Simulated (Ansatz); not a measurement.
Gas-phase electronic energies from Ansatz, PBE0-D4/def2-TZVP geometries. CCSD(T)/CBS adds triple-zeta CCSD(T) − MP2 to the extrapolated MP2 energy (def2 sets, frozen cores). This one scheme is used for every species. Functionals use def2-TZVPP. For Ga outer-core shells are correlated without core-valence functions, which leaves a few kJ/mol of doubt a bond. Scalar relativity is left out up to krypton. One conformer a species, not always the lowest.

`CC(C)(C)[O][Ga]([F])[Cl]` + H₂ → `[F][GaH][Cl]` + `CC(C)(C)O`  (hydrogenolysis of a Ga–O bond)

`CC(C)(C)[O][Ga]([F])[Cl]`:

```xyz
17

C    -0.814    0.940    0.813
C     0.021   -0.225    0.304
C    -0.773   -1.071   -0.680
C     0.523   -1.073    1.460
O     1.204    0.274   -0.336
Ga    1.193    1.320   -1.746
F    -0.294    1.844   -2.499
Cl    2.993    2.000   -2.605
H    -1.175    1.553   -0.019
H    -1.687    0.583    1.363
H    -0.220    1.565    1.483
H    -0.150   -1.878   -1.073
H    -1.133   -0.461   -1.514
H    -1.645   -1.516   -0.196
H    -0.313   -1.503    2.015
H     1.149   -1.886    1.087
H     1.120   -0.466    2.143
```

H₂:

```xyz
2

H     0.310    0.125    0.165
H    -0.310   -0.125   -0.165
```

`[F][GaH][Cl]`:

```xyz
4

F     0.602    1.426   -0.757
Ga   -0.148    0.054    0.015
Cl    1.191   -1.556    0.359
H    -1.645    0.076    0.383
```

`CC(C)(C)O`:

Cartesian coordinates in Å:
```
C 0.822 1.181 -0.073
C -0.163 0.025 -0.178
C 0.507 -1.202 -0.768
C -0.767 -0.293 1.184
O -1.202 0.361 -1.096
H 1.225 1.423 -1.058
H 0.331 2.073 0.327
H 1.654 0.934 0.592
H 0.907 -0.973 -1.757
H -0.216 -2.014 -0.870
H 1.325 -1.541 -0.129
H 0.003 -0.597 1.898
H -1.496 -1.101 1.094
H -1.275 0.584 1.596
H -1.656 1.139 -0.761
```

CCSD(T)/CBS gives +7.9 kcal/mol.

**Question.** Another level gave +6.7 kcal/mol. Which?
A. PBE0/def2-TZVPP
B. PBE0-D4/def2-TZVPP
C. r2SCAN-D4/def2-TZVPP
D. BHLYP-D4/def2-TZVPP

**Answer.** D. BHLYP-D4 6.7, PBE0-D4 5.4, PBE0 3.0, r2SCAN-D4 7.8 kcal/mol.

Largest T1 diagnostic among the species: 0.013.

In def2-TZVPP, CCSD(T) changes the Hartree–Fock value by +7.4 kcal/mol (the triples alone add +1.6 kcal/mol) and MP2 by +9.2 kcal/mol. From PBE to PBE0 (25 % exact exchange), in def2-TZVPP and without D4, ΔE moves by −0.9 kcal/mol.

CCSD(T)/CBS has its own doubt, a few kJ/mol and more with outer-core shells, so smaller differences from it don't rank the levels.
